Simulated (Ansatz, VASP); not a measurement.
# Se: VASP beside Ansatz

```
Se
1.0
     4.50482    0.00000    0.00000
    -2.25241    3.90129    0.00000
     0.00000    0.00000    4.97880
Se
3
Direct
  0.21789 0.00000 0.33333
  0.00000 0.21789 0.66667
  0.78211 0.78211 0.00000
```

Alike in both runs: task single point; functional LDA; k mesh 6 × 6 × 4; occupations gaussian, width 0.1 eV; no spin polarisation.

|  | VASP | Ansatz |
| --- | --- | --- |
| version | VASP 6.6.1 | Ansatz 0.2.0 |
| potentials or method | VASP PAW LDA potentials, release 64 (Se) | scalar-relativistic, plane waves, PAW |
| plane-wave cutoff (eV) | 520 | 600 |
| valence electrons in the cell | 18 | 48 |

|  | VASP | Ansatz | Ansatz less VASP |
| --- | --- | --- | --- |
| gap on the k mesh at the Fermi level (eV) | 0.99 | 1.00 | +0.011 |
| least direct gap on the mesh (eV) | 1.23 | 1.24 | +0.009 |
| pressure (GPa) | -2.0 | -2.2 | -0.21 |
| largest component of the traceless stress (GPa) | 0.44 | 0.35 | -0.088 |
| rms of the force components (eV/Å) | 0.073 | 0.041 | -0.0319 |

Atom by atom the forces differ by 0.032 eV/Å (rms over components). The two sets of potentials don't hold the same shells in valence. Ansatz warned: «pseudo_functional_mismatch».

A k mesh can miss the band edges. A hybrid or GW would open this gap; LDA tends to underestimate it.
